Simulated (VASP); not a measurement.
Here is a VASP 6.6.1 calculation.

The input POSCAR:

```
Ge
1.0
    0.0000000000      2.8289100000      2.8289100000
    2.8289100000      0.0000000000      2.8289100000
    2.8289100000      2.8289100000      0.0000000000
Ge
2
Direct
    0.7500000000      0.7500000000      0.7500000000
    0.5000000000      0.5000000000      0.5000000000
```

File INCAR.step1:

```
ALGO = Normal ; EDIFF = 1E-5
ENCUT = 520 ; GGA = PE
ISIF = 2 ; ISMEAR = -1
LASPH = T ; LCHARG = F
LREAL = F ; LWAVE = T
NELM = 100 ; PREC = Accurate
SIGMA = 0.05
```

Contents of INCAR.step2:

```
ALGO = Normal ; EDIFF = 1E-6
ENCUT = 520 ; ISIF = 2
ISMEAR = -1 ; ISTART = 1
LASPH = T ; LCHARG = F
LREAL = F ; LWAVE = F
METAGGA = LMBJ ; NELM = 100
PREC = Accurate ; SIGMA = 0.05
```

File KPOINTS:

```
k-points
0
Gamma
  8 8 8
```

File KPOINTS_OPT:

```
path GXWKGLUWLK,UX
20
line-mode
reciprocal
 0.0000000000  0.0000000000  0.0000000000  G
 0.5000000000  0.0000000000  0.5000000000  X

 0.5000000000  0.0000000000  0.5000000000  X
 0.5000000000  0.2500000000  0.7500000000  W

 0.5000000000  0.2500000000  0.7500000000  W
 0.3750000000  0.3750000000  0.7500000000  K

 0.3750000000  0.3750000000  0.7500000000  K
 0.0000000000  0.0000000000  0.0000000000  G

 0.0000000000  0.0000000000  0.0000000000  G
 0.5000000000  0.5000000000  0.5000000000  L

 0.5000000000  0.5000000000  0.5000000000  L
 0.6250000000  0.2500000000  0.6250000000  U

 0.6250000000  0.2500000000  0.6250000000  U
 0.5000000000  0.2500000000  0.7500000000  W

 0.5000000000  0.2500000000  0.7500000000  W
 0.5000000000  0.5000000000  0.5000000000  L

 0.5000000000  0.5000000000  0.5000000000  L
 0.3750000000  0.3750000000  0.7500000000  K

 0.6250000000  0.2500000000  0.6250000000  U
 0.5000000000  0.0000000000  0.5000000000  X
```

Potentials or basis: VASP PAW PBE potentials, release 64 (Ge_d).

Command:

```console
$ cat potpaw_PBE.64/Ge_d/POTCAR > POTCAR
$ cp INCAR.step1 INCAR
$ mpirun -np 1 vasp_std > vasp.out
$ cp INCAR.step2 INCAR
$ mpirun -np 1 vasp_std > vasp.out
```

(1) Predict the band gap on the k mesh.

(2) Estimate the band gap along the path.

## Answers

(1) 0.69 eV, indirect (least direct gap 0.73 eV).

(2) 0.69 eV, indirect (least direct gap 0.76 eV).

**The experiment to reproduce.**

“Temperature-dependent photoluminescence in Ge: experiment and theory”, 2020, arxiv:2003.00143 reports, for a bulk crystal of Ge at 0 K: band gap 0.744 eV (indirect).

A measured gap of Ge is 0.744 eV (indirect; 0 K; “Temperature-dependent photoluminescence in Ge: experiment and theory”, 2020, arxiv:2003.00143); the calculated 0.69 eV misses it by -0.05 eV. 2 values of this kind are on record (0.666 to 0.744 eV); this one was drawn at random. Spin-orbit coupling on Ge is left out. The value is that of LMBJ, without temperature or zero-point motion.
